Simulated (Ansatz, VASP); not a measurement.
# One calculation of TaN, two programs

File INCAR:

```
PREC = Accurate
ENCUT = 520
EDIFF = 1E-7
ISMEAR = -1
SIGMA = 0.02
LREAL = False
LASPH = True
NELM = 80
ALGO = Normal
ISIF = 2
LWAVE = False
LCHARG = False
GGA = PE
NBANDS = 15
```

The input KPOINTS:

```
Automatic mesh
0
Gamma
  12 12 10
```

Contents of POSCAR:

```
TaN
1.0
    2.8982913036      0.0000000000      0.0000000000
   -1.4491456518      2.5099938965      0.0000000000
    0.0000000000      0.0000000000      2.8440357641
Ta N
1 1
Direct
    0.3333333333      0.6666666667      0.5000000000
    0.0000000000      0.0000000000      0.0000000000
```

Input for Ansatz:

```yaml
crystal:
  lattice:
    - [2.8982913036, 0.0, 0.0]
    - [-1.4491456518, 2.5099938965, 0.0]
    - [0.0, 0.0, 2.8440357641]
  atoms:
    - { symbol: Ta, position: [0.3333333333, 0.6666666667, 0.5] }
    - { symbol: "N", position: [0.0, 0.0, 0.0] }
kpoints:
  mp_grid: { grid: [12, 12, 10] }
scf:
  occupations: { method: fermi_dirac, width: 0.02 }
hamiltonian:
  xc: pbe
  pseudopotentials: { kind: all_electron, lapw: { basis_error: 0.00025 } }
output:
  forces: true
  stress: true
  eigenvalues: true
```

Change from the starting cell: volume scaled by 0.96.

Alike in both runs: task single point; functional PBE; k mesh 12 × 12 × 10; occupations fermi-dirac, width 0.02 eV; no spin polarisation.

|  | VASP | Ansatz |
| --- | --- | --- |
| version | VASP 6.6.1 | Ansatz 0.2.0 |
| potentials or method | VASP PAW PBE potentials, release 64 (Ta_pv, N) | all-electron LAPW, scalar-relativistic |
| plane-wave cutoff (eV) | 520 | see its input |

Ansatz gave:

```
pressure (GPa)                                  : 20.7
largest component of the traceless stress (GPa) : 1.94
```

Problem. Estimate VASP's values.

Solution. Pressure (GPa): 21.5; largest component of the traceless stress (GPa): 2.09.

Ansatz ran all-electron here, so the differences hold the error of VASP's frozen core and of both bases.

Caveats: so large a pressure means that the cell lies far from this level's equilibrium, or that cutoff or potentials fall short (VASP). Spin-orbit coupling is left out, which matters for the levels of Ta.
